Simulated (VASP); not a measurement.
# SrO: lattice, stiffness and zone-centre modes, part 2 of 2

What lattice, stiffness and vibrations does SrO have at one level of theory? The starting structure is a measured crystal structure from the Crystallography Open Database. All runs use LDA.

VASP 6.6.1.

So far. Step 3 (Elastic constants): The elastic tensor has C11 = 212.4, C12 = 51.6, C44 = 56.4 GPa; its Hill averages are a bulk modulus of 105.2 and a shear modulus of 65.0 GPa. Step 4 (Modes of the relaxed cell): The zone-centre modes at 16.360 Å³ an atom are T1u 219.1 cm⁻¹.

## (5) Modes at 0.97 of that volume

Level of this step: LDA; plane waves and PAW (Sr_sv, O) (VASP).

Shape and positions were first relaxed at this volume, in a run that isn't shown.

INCAR

```
SYSTEM = SrO
PREC = Accurate
ENCUT = 560
EDIFF = 1E-08
NELM = 100
ISMEAR = 0
SIGMA = 0.03
LREAL = .FALSE.
ALGO = Normal
GGA = CA
NBANDS = 14
LORBIT = 11
LWAVE = .FALSE.
LCHARG = .FALSE.
KPAR = 4
IBRION = 8
LEPSILON = .TRUE.
LPEAD = .TRUE.
ISIF = 2
```

POSCAR

```
SrO
1.0
    0.0000000000      2.5129681042      2.5129681042
    2.5129681042      0.0000000000      2.5129681042
    2.5129681042      2.5129681042      0.0000000000
Sr O
1 1
Direct
    0.0000000000      0.0000000000      0.0000000000
    0.5000000000      0.5000000000      0.5000000000
```

KPOINTS

```
Automatic mesh
0
Gamma
14 14 14
0 0 0
```

Potentials, in the order of the species: Sr_sv and O (LDA family, release 64).

Started as:

```sh
> mpirun -np 4 vasp_std
```

The log of the run:

```text
[... set-up lines as in an earlier step ...]
 entering main loop
       N       E                     dE             d eps       ncg     rms          rms(c)
DAV:   1     0.755273581482E+02    0.75527E+02   -0.90141E+03  2912   0.120E+03
DAV:   2    -0.121137046939E+02   -0.87641E+02   -0.79551E+02  3928   0.245E+02
DAV:   3    -0.154972876493E+02   -0.33836E+01   -0.33622E+01  3696   0.447E+01
DAV:   4    -0.155843325664E+02   -0.87045E-01   -0.87025E-01  3716   0.657E+00
[...]
DAV:  13    -0.133772827201E+02    0.51842E-06   -0.19862E-06  3260   0.108E-02    0.167E-03
DAV:  14    -0.133772827390E+02   -0.18910E-07   -0.43464E-08  3546   0.174E-03    0.906E-04
DAV:  15    -0.133772827397E+02   -0.69235E-09   -0.84651E-10  1762   0.266E-04
   1 F= -.13377283E+02 E0= -.13377283E+02  d E =-.696214E-24
 Linear response reoptimize wavefunctions to high precision
DAV:   1    -0.133772827395E+02    0.20691E-09   -0.63860E-10  2350   0.261E-04
DAV:   2    -0.133772827395E+02   -0.70486E-11   -0.20439E-10  1648   0.958E-05
 Linear response to external field (no local field effect), progress :
[...]
RMM:  17    -0.268000720580E+00   -0.91780E-08   -0.36027E-08 11306   0.866E-06    0.677E-06
 first order change of Fermi-energy   0.31009E-02
 force on displaced ion       1 direction 1 :  -2.826   0.000   0.000
 Born effective charge ion    1 direction 1 :   2.497   0.000   0.000
 Linear response progress:
  Degree of freedom:   2/  2
       N       E                     dE             d eps       ncg     rms          rms(c)
RMM:   1    -0.365790502057E+00   -0.36579E+00    0.19752E-01 13478   0.354E+00
RMM:   2    -0.356022859440E+00    0.97676E-02   -0.65873E-03 11198   0.515E-01    0.324E-01
RMM:   3    -0.357218089798E+00   -0.11952E-02   -0.13590E-03 11888   0.163E-01    0.192E-01
RMM:   4    -0.359002397073E+00   -0.17843E-02   -0.66438E-04 11416   0.138E-01    0.226E-02
[...]
RMM:  11    -0.358917743959E+00   -0.13673E-06    0.25942E-07 16326   0.974E-05    0.176E-05
RMM:  12    -0.358917654204E+00    0.89755E-07    0.62499E-08 15934   0.423E-05    0.877E-06
RMM:  13    -0.358917655915E+00   -0.17116E-08    0.31735E-09 16043   0.189E-05    0.492E-06
 first order change of Fermi-energy  -0.18749E-02
 force on displaced ion       2 direction 1 :  -2.809   0.000   0.000
 Born effective charge ion    2 direction 1 :  -2.497   0.000   0.000
 Born effective charges drift removed
 Linear response finished
```

Elapsed: 9.1 min, on 4 MPI ranks of AMD EPYC 7R13 (Zen 3), shared host; peak memory 2.2 GiB.

From OUTCAR (step 5):

```text
  Total        0.6750034      0.6750034      0.6750034      0.0000000      0.0000000     -0.0000000
  in kB       34.0741944     34.0741944     34.0741944      0.0000000      0.0000000     -0.0000000
  external PRESSURE =      34.0741944 kB  Pullay stress =       0.0000000 kB

 POSITION                                       TOTAL-FORCE (eV/Angst)
 -----------------------------------------------------------------------------------
      0.00000      0.00000      0.00000         0.000000      0.000000      0.000000
      2.51297      2.51297      2.51297        -0.000000     -0.000000     -0.000000
 -----------------------------------------------------------------------------------
    total drift:                                0.000000      0.000000      0.000000

 MACROSCOPIC STATIC DIELECTRIC TENSOR (including local field effects in DFT)
 ------------------------------------------------------
           3.919763     0.000000     0.000000
          -0.000000     3.919763     0.000000
           0.000000     0.000000     3.919763
 ------------------------------------------------------

 MACROSCOPIC STATIC DIELECTRIC TENSOR IONIC CONTRIBUTION
 ------------------------------------------------------
          12.616795    -0.000000     0.000000
          -0.000000    12.616795     0.000000
           0.000000     0.000000    12.616795
 ------------------------------------------------------

[... 1 part as in an earlier step ...]

[... 1 further part left out ...]
```

The zone-centre modes at 15.869 Å³ an atom are T1u 237.7 cm⁻¹.

## (6) Modes at 1.03 of that volume

Shape and positions were first relaxed at this volume, in a run that isn't shown.

INCAR is that of step 5.

POSCAR

```
SrO
1.0
    0.0000000000      2.5637488181      2.5637488181
    2.5637488181      0.0000000000      2.5637488181
    2.5637488181      2.5637488181      0.0000000000
Sr O
1 1
Direct
    0.0000000000      0.0000000000      0.0000000000
    0.5000000000      0.5000000000      0.5000000000
```

KPOINTS is that of step 5.

Started as:

```sh
> mpirun -np 4 vasp_std
```

The log of the run:

```text
[... set-up lines as in an earlier step ...]
 entering main loop
       N       E                     dE             d eps       ncg     rms          rms(c)
DAV:   1     0.746638902113E+02    0.74664E+02   -0.89553E+03  2912   0.119E+03
DAV:   2    -0.119082925044E+02   -0.86572E+02   -0.78653E+02  3890   0.242E+02
DAV:   3    -0.154706376472E+02   -0.35623E+01   -0.35387E+01  3738   0.455E+01
DAV:   4    -0.155621270329E+02   -0.91489E-01   -0.91474E-01  3696   0.673E+00
[...]
DAV:  12    -0.133800380965E+02   -0.15485E-05   -0.26350E-06  3452   0.131E-02    0.744E-03
DAV:  13    -0.133800379192E+02    0.17731E-06   -0.11297E-06  3428   0.799E-03    0.233E-03
DAV:  14    -0.133800379260E+02   -0.67973E-08   -0.87768E-08  3260   0.264E-03
   1 F= -.13380038E+02 E0= -.13380038E+02  d E =-.479475E-13
 Linear response reoptimize wavefunctions to high precision
DAV:   1    -0.133800379251E+02    0.84060E-09   -0.25810E-09  3306   0.481E-04
DAV:   2    -0.133800379252E+02   -0.25238E-10   -0.13512E-10  1672   0.104E-04
 Linear response to external field (no local field effect), progress :
[...]
RMM:  19    -0.270473891587E+00   -0.45252E-08   -0.21849E-08  8781   0.515E-06    0.806E-07
 first order change of Fermi-energy   0.86144E-04
 force on displaced ion       1 direction 1 :  -2.013   0.000   0.000
 Born effective charge ion    1 direction 1 :   2.457   0.000   0.000
 Linear response progress:
  Degree of freedom:   2/  2
       N       E                     dE             d eps       ncg     rms          rms(c)
RMM:   1    -0.365105969768E+00   -0.36511E+00    0.20744E-01 13299   0.351E+00
RMM:   2    -0.356048919042E+00    0.90571E-02   -0.68718E-03 11132   0.507E-01    0.281E-01
RMM:   3    -0.357173932105E+00   -0.11250E-02   -0.12483E-03 11925   0.155E-01    0.168E-01
RMM:   4    -0.358851857992E+00   -0.16779E-02   -0.61519E-04 11394   0.132E-01    0.197E-02
[...]
RMM:  11    -0.358762491306E+00   -0.15169E-06    0.69264E-08 16228   0.999E-05    0.155E-05
RMM:  12    -0.358762407120E+00    0.84186E-07    0.22206E-08 16092   0.424E-05    0.908E-06
RMM:  13    -0.358762409835E+00   -0.27152E-08    0.57549E-09 16141   0.178E-05    0.481E-06
 first order change of Fermi-energy  -0.68083E-04
 force on displaced ion       2 direction 1 :  -2.010   0.000   0.000
 Born effective charge ion    2 direction 1 :  -2.457   0.000   0.000
 Born effective charges drift removed
 Linear response finished
```

It took 9.1 min on 4 MPI ranks; peak memory 2.3 GiB.

Parts of OUTCAR (step 6):

```text
  Total       -0.6062211     -0.6062211     -0.6062211      0.0000000      0.0000000      0.0000000
  in kB      -28.8194200    -28.8194200    -28.8194200      0.0000000      0.0000000      0.0000000
  external PRESSURE =     -28.8194200 kB  Pullay stress =       0.0000000 kB

 POSITION                                       TOTAL-FORCE (eV/Angst)
 -----------------------------------------------------------------------------------
      0.00000      0.00000      0.00000         0.000000     -0.000000     -0.000000
      2.56375      2.56375      2.56375        -0.000000      0.000000      0.000000
 -----------------------------------------------------------------------------------
    total drift:                                0.000000      0.000000      0.000000

 MACROSCOPIC STATIC DIELECTRIC TENSOR (including local field effects in DFT)
 ------------------------------------------------------
           3.880348     0.000000     0.000000
           0.000000     3.880348     0.000000
          -0.000000    -0.000000     3.880348
 ------------------------------------------------------

 MACROSCOPIC STATIC DIELECTRIC TENSOR IONIC CONTRIBUTION
 ------------------------------------------------------
          16.119973     0.000000    -0.000000
           0.000000    16.119973     0.000000
          -0.000000     0.000000    16.119973
 ------------------------------------------------------

[... 1 part as in an earlier step ...]

[... 1 further part left out ...]
```

The zone-centre modes at 16.851 Å³ an atom are T1u 201.0 cm⁻¹.

## (7) All runs side by side

```
                         run  volume (Å³/atom)    T1u  core minutes
                  relaxation             16.36      -         0.813
           elastic constants             16.36      -          48.0
   modes of the relaxed cell             16.36  219.1          44.8
modes at 0.97 of that volume            15.869  237.7          36.4
modes at 1.03 of that volume            16.851  201.0          36.5
```

Modes are in cm⁻¹, degenerate ones as one, matched by symmetry and order. A number in brackets counts the listed modes of one symmetry from the lowest. The symmetry labels come from an automatic analysis and can be wrong where levels nearly coincide. Core minutes are wall time times ranks of the run shown, on a shared host.

## (8) Outcome

```
relaxed volume                : 16.36 Å³/atom
bulk modulus from two volumes : 105 GPa
Hill shear modulus            : 65.0 GPa
mode T1u                      : 219.1 cm⁻¹
Grüneisen parameter of T1u    : 2.80
```

At the LDA level SrO relaxes to 16.36 Å³ an atom. The bulk modulus is 104.7 GPa from the pressures at two volumes and 105.2 GPa as the Hill average of the elastic tensor, so the two routes agree. The mode Grüneisen parameters, from the cells at 0.97 and 1.03 of the volume, come to 2.80 (T1u). The dielectric constants and Born charges in the logs aren't compared here; at a small gap they can be far off, and in a run without a gap they mean nothing. The frequencies are harmonic, and the splitting of polar modes by their long-range field is left out. All values are for a static lattice. Further runs on this material are not shown.

[Lines on the potential files, build, host, timing and source positions are cut from VASP's logs without a mark.]

[Logs are printed without paths, hosts, clocks, repeated set-up lines and the standing remarks that a program may print on its own settings, such as how far it seeks lower states.]

[Hosts, paths, dates, database ids (printed as entryN), source tags and the programs' standing remarks are cut or masked in the printed files.]
